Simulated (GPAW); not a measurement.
The system is Ge.

```
Ge
1.0
     0.00000    2.82891    2.82891
     2.82891    0.00000    2.82891
     2.82891    2.82891    0.00000
Ge
2
Direct
  0.75000 0.75000 0.75000
  0.50000 0.50000 0.50000
```

- Program: GPAW 26.7.0
- Task: relaxation of cell and atoms
- Functional: PBE
- Dispersion: D3(BJ)
- Potentials or basis: GPAW PAW data sets (gpaw-data 1.2.1)
- Cutoff: 600 eV
- Basis: pw
- k mesh: 8 × 8 × 8
- Occupations: fermi-dirac, width 0.05 eV
- Spin: no spin polarisation

At the start: pressure 1.7 GPa; volume 22.64 Å³/atom.

Problem. How do energy, volume and symmetry change on relaxing?

Solution. Over 10 steps the energy falls by 3.3 meV/atom and the volume is 23.28 Å³/atom (+2.8 %); space group Fd-3m (No. 227, to 0.05 Å).

The path:
```tsv
step	energy change (eV)	largest force (eV/Å)	pressure (GPa)	volume (Å³)
1	0.0000	0.0000	1.74	45.28
2	-0.0017	0.0000	1.48	45.45
3	-0.0042	0.0000	1.02	45.76
4	-0.0061	0.0000	0.42	46.17
5	-0.0064	0.0000	-0.22	46.63
6	-0.0064	0.0000	-0.21	46.63
7	-0.0064	0.0000	-0.19	46.62
8	-0.0065	0.0000	-0.17	46.60
9	-0.0065	0.0000	-0.15	46.58
10	-0.0065	0.0000	-0.11	46.56
```

Final structure:
```
CELL_PARAMETERS angstrom
0.00000 2.85528 2.85528
2.85528 0.00000 2.85528
2.85528 2.85528 0.00000
ATOMIC_POSITIONS crystal
Ge 0.75000 0.75000 0.75000
Ge 0.50000 0.50000 0.50000
```

The cell as given is a measured one (22.64 Å³/atom); PBE+D3(BJ) puts the equilibrium volume +2.8 % from it, thermal expansion not counted.

Caveat: later steps reuse the first step's grids; pairwise dispersion overbinds metals, which lowers pressure and volume.
